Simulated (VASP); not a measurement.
A VASP 6.6.1 single-point calculation on KCl

INCAR

```
LCHARG = .FALSE.
ISMEAR = -1
NSW = 0
MAGMOM = 0.5 0.5
SIGMA = 0.02
GGA = PE
ENCUT = 520
PREC = Accurate
LASPH = .TRUE.
LWAVE = .FALSE.
ISIF = 2
EDIFF = 1E-7
NELM = 50
LREAL = .FALSE.
NBANDS = 15
ISPIN = 2
IBRION = -1
```

KPOINTS

```
KPOINTS created by Atomic Simulation Environment
0
Gamma
6 6 6
0 0 0
```

POSCAR

```
K  Cl
 1.0000000000000000
     0.0000000000000000    3.5072828303999999    3.5072828303999999
     3.4196007597000002    0.0000000000000000    3.5072828303999999
     3.4196007597000002    3.5072828303999999    0.0000000000000000
 K   Cl
   1   1
Cartesian
  0.0000000000000000  0.0000000000000000  0.0000000000000000
  1.7098003798500003  1.7536414151999997  1.7536414151999999
```

The recommended PBE PAW datasets give the neutral cell 16 valence electrons.

Command

```
mpirun -np 1 vasp_std
```

OSZICAR

```
N       E                     dE             d eps       ncg     rms          rms(c)
DAV:   1     0.104941964766E+03    0.10494E+03   -0.65193E+03  1800   0.880E+02
DAV:   2     0.112533172447E+01   -0.10382E+03   -0.94401E+02  2386   0.227E+02
DAV:   3    -0.663961436289E+01   -0.77649E+01   -0.77196E+01  2423   0.547E+01
DAV:   4    -0.697400760028E+01   -0.33439E+00   -0.33428E+00  3071   0.100E+01
DAV:   5    -0.697611960361E+01   -0.21120E-02   -0.21120E-02  2444   0.903E-01    0.450E+00
DAV:   6    -0.660793211470E+01    0.36819E+00   -0.74341E-01  2360   0.416E+00    0.285E+00
DAV:   7    -0.657338223740E+01    0.34550E-01   -0.19627E-01  1870   0.242E+00    0.196E+00
DAV:   8    -0.659483065923E+01   -0.21448E-01   -0.33264E-02  1944   0.125E+00    0.107E+00
DAV:   9    -0.660560432707E+01   -0.10774E-01   -0.67196E-03  2388   0.619E-01    0.350E-01
DAV:  10    -0.660989476493E+01   -0.42904E-02   -0.22437E-03  1856   0.361E-01    0.163E-01
DAV:  11    -0.661179108764E+01   -0.18963E-02   -0.11266E-03  1842   0.222E-01    0.594E-02
DAV:  12    -0.661205154196E+01   -0.26045E-03   -0.42949E-04  1849   0.164E-01    0.206E-02
DAV:  13    -0.661203200180E+01    0.19540E-04   -0.65103E-05  2060   0.650E-02    0.873E-03
DAV:  14    -0.661204081547E+01   -0.88137E-05   -0.12727E-05  2073   0.271E-02    0.489E-03
DAV:  15    -0.661204170565E+01   -0.89018E-06   -0.34645E-06  1989   0.142E-02    0.128E-03
DAV:  16    -0.661204178753E+01   -0.81880E-07   -0.49557E-07  2010   0.550E-03
   1 F= -.66120418E+01 E0= -.66120418E+01  d E =-.143907E-12  mag=    -0.0000
```

It converged. Results: pressure 0.6 GPa; magnetic moment of the cell 0.00 μB.

For comparison, a separate PBE run of the intended cell, on usual settings and not on those above, gives a gap of 4.82 eV on its mesh and a pressure of 0.6 GPa.

The run above took about 63 s on one core of a shared host (Intel Xeon Platinum 8488C) and held 0.28 GiB at most.
